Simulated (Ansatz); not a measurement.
**InGaP2: the cell at several levels of theory**

Aim: relax InGaP2, ordered on the zincblende lattice (R3m) with 8 atoms a cell with PBE and r2SCAN and see how far the functionals disagree on the cell. This is a trial cell built on a prototype, not taken from a measured structure, and it needn't be the compound's ground state.

The runs shown are made with Ansatz 0.2.0. PAW datasets, plane waves, zero pressure. Values at 0 K without nuclear motion; spin polarisation is off, and the phase may be a hypothetical one.

## (1) The system as given

This is the cell as the run starts from it, not yet at rest; its lengths are not the crystal's.

Space group R3m (No. 160), trigonal; conventional cell a = 3.845 Å, c = 37.671 Å, 20.09 Å³ an atom. Around Ga lie 4 P at 2.35 Å; around In lie 4 P at 2.35 Å; around P lie 4 Ga at 2.35 Å.

The structure in full:

```xyz
8
Lattice="1.9224 1.1099 12.5571 -1.9224 1.1099 12.5571 0.0000 -2.2198 12.5571" Properties=species:S:1:pos:R:3 pbc="T T T"
Ga    1.9224    1.1099   12.5571
Ga    0.0000    0.0000    9.4178
In    0.0000    0.0000   18.8356
In    0.0000    0.0000   28.2534
P     0.0000    0.0000   11.7723
P     0.0000    0.0000   21.1901
P     0.0000    0.0000   30.6079
P     0.0000    0.0000    2.3545
```

## (2) Relaxing with PBE

Contents of input.yaml:

```yaml
crystal:
  lattice:
    - [1.922400375, 1.109898374, 12.5570666667]
    - [-1.922400375, 1.109898374, 12.5570666667]
    - [0.0, -2.219796748, 12.5570666667]
  atoms:
    - { symbol: Ga, position: [1.0, 0.0, 0.0] }
    - { symbol: Ga, position: [0.25, 0.25, 0.25] }
    - { symbol: In, position: [0.5, 0.5, 0.5] }
    - { symbol: In, position: [0.75, 0.75, 0.75] }
    - { symbol: P, position: [0.3125, 0.3125, 0.3125] }
    - { symbol: P, position: [0.5625, 0.5625, 0.5625] }
    - { symbol: P, position: [0.8125, 0.8125, 0.8125] }
    - { symbol: P, position: [0.0625, 0.0625, 0.0625] }
kpoints:
  mp_grid: { grid: [8, 8, 8] }
hamiltonian:
  xc: pbe
scf:
  occupations: { method: fermi_dirac, width: 0.02 }
relax:
  f_tol: 0.005
  cell: {}
output:
  write_density: true
  write_potential: true
  elf: true
  volumetric_format: npy
```

The run is started by

```bash
$ ansatz run input.yaml --threads 4 --pin off --max-ram 6451MiB --backend cpu --events-out ev --progress --plain --runs-dir out
```

Further steps of the session: Relaxing with r2SCAN.

Q: Predict the outcome of this session. Wanted: for each run, a; c; volume; space group; SCF geometries.

The runs gave:

| level | a (Å) | c (Å) | volume (Å³/atom) | space group | SCF geometries |
| --- | --- | --- | --- | --- | --- |
| PBE | 4.053 | 39.876 | 23.637 | R3m | 8 |
| r2SCAN | 4.014 | 39.520 | 22.981 | R3m | 5 |

**Reading.** From the start to the first minimum the volume moved by +17.6 %. r2SCAN gives the smallest cell and PBE the largest; they differ by 2.9 % in volume, a mean of 0.9 % in length. The meshes differ: PBE 8×8×8, r2SCAN 6×6×6.
